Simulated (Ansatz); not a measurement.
Runs of Ansatz 0.2.0 on Se. It takes space group P3_121 (No. 152, trigonal). The conventional cell has a = 4.366 Å, b = 4.366 Å, c = 4.954 Å, α = 90.00°, β = 90.00°, γ = 120.00°. Se (site symmetry 2) is surrounded by 2 Se at 2.37 Å. 

```csv
task,level,potentials or basis,k mesh,cutoff (eV),smearing,basis error allowed,gap on the mesh (eV),pressure (GPa),largest force (eV/Å)
elastic constants,PBEsol,"all-electron LAPW, scalar-relativistic",5 × 5 × 4,325,fermi-dirac 0.05 eV,0.002 eV/atom,1.17,0.2,(a)
phonons,PBEsol,"all-electron LAPW, scalar-relativistic",7 × 7 × 6,325,fermi-dirac 0.05 eV,0.002 eV/atom,1.14,-,0.28
dielectric tensor,PBEsol,all-electron PAW datasets made for the crystal,7 × 7 × 6,220,fixed,-,1.14,-,-
single point,PBEsol,"all-electron LAPW, scalar-relativistic",4 × 4 × 4,299,fermi-dirac 0.03 eV,0.002 eV/atom,1.13,0.2,0.28
```

Alike in all rows: no spin polarisation; cell as given.

Task: Estimate the missing entries.

Result: (a) 0.29.

Caveats: an odd mesh through Γ misses points on the zone boundary, where band edges often lie (some runs).

A k mesh can miss the band edges, and the runs leave out spin-orbit coupling on Se.

The runs don't all hold the same shells in valence.
